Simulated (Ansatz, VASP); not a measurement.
## One calculation of SrO, two programs

```xyz
4
Lattice="4.2755 0.0267 0.0000 -2.1146 3.6893 0.0000 0.0000 0.0000 5.1556" Properties=species:S:1:pos:R:3 pbc="T T T"
Sr    0.0154    2.4684    4.8366
Sr    2.1454    1.2476    2.2588
O     0.0154    2.4684    2.2523
O     2.1454    1.2476    4.8301
```

Change from the starting cell: strain +0.0125 x Voigt [0, 0, 0, 0, 0, 1], atoms carried along.

Alike in both runs: task single point; functional LDA; k mesh 9 × 9 × 6; occupations gaussian, width 0.05 eV; no spin polarisation.

```csv
,VASP,Ansatz
version,VASP 6.6.1,Ansatz 0.2.0
potentials or method,"VASP PAW LDA potentials, release 64 (Sr_sv, O)","scalar-relativistic, plane waves, PAW"
plane-wave cutoff (eV),520,420
valence electrons in the cell,32,32
```

```csv
,VASP,Ansatz,Ansatz less VASP
gap on the k mesh at the Fermi level (eV),2.45,2.46,+0.009
least direct gap on the mesh (eV),2.45,2.46,+0.009
pressure (GPa),-4.0,-4.5,-0.54
largest component of the traceless stress (GPa),0.37,0.37,-0.001
rms of the force components (eV/Å),0.032,0.029,-0.0028
```

Atom by atom the forces differ by 0.003 eV/Å (rms over components).

Caveats: an odd mesh through Γ misses points on the zone boundary, where band edges often lie.
